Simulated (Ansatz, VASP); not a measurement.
LiCl in VASP and in Ansatz

```
Cl Li
1.0
     0.00000    2.51241    2.51241
     2.51241    0.00000    2.51241
     2.51241    2.51241    0.00000
Cl Li
1 1
Direct
  0.50000 0.50000 0.50000
  0.00000 0.00000 0.00000
```

Change from the starting cell: volume scaled by 0.94.

Alike in both runs: task single point; functional PBE; k mesh 9 × 9 × 9; occupations fermi-dirac, width 0.05 eV; no spin polarisation.

|  | VASP | Ansatz |
| --- | --- | --- |
| version | VASP 6.6.1 | Ansatz 0.2.0 |
| potentials or method | VASP PAW PBE potentials, release 64 (Cl, Li_sv) | Ansatz PAW |
| plane-wave cutoff (eV) | 520 | 420 |
| valence electrons in the cell | 10 | 10 |

|  | VASP | Ansatz | Ansatz less VASP |
| --- | --- | --- | --- |
| gap on the k mesh at the Fermi level (eV) | 6.71 | 6.70 | -0.013 |
| least direct gap on the mesh (eV) | 6.71 | 6.70 | -0.013 |

Caveats: an odd mesh through Γ misses points on the zone boundary, where band edges often lie (VASP); odd divisions of the mesh miss points on the zone boundary, where band edges often lie, so the gap on the mesh can be too wide (Ansatz).
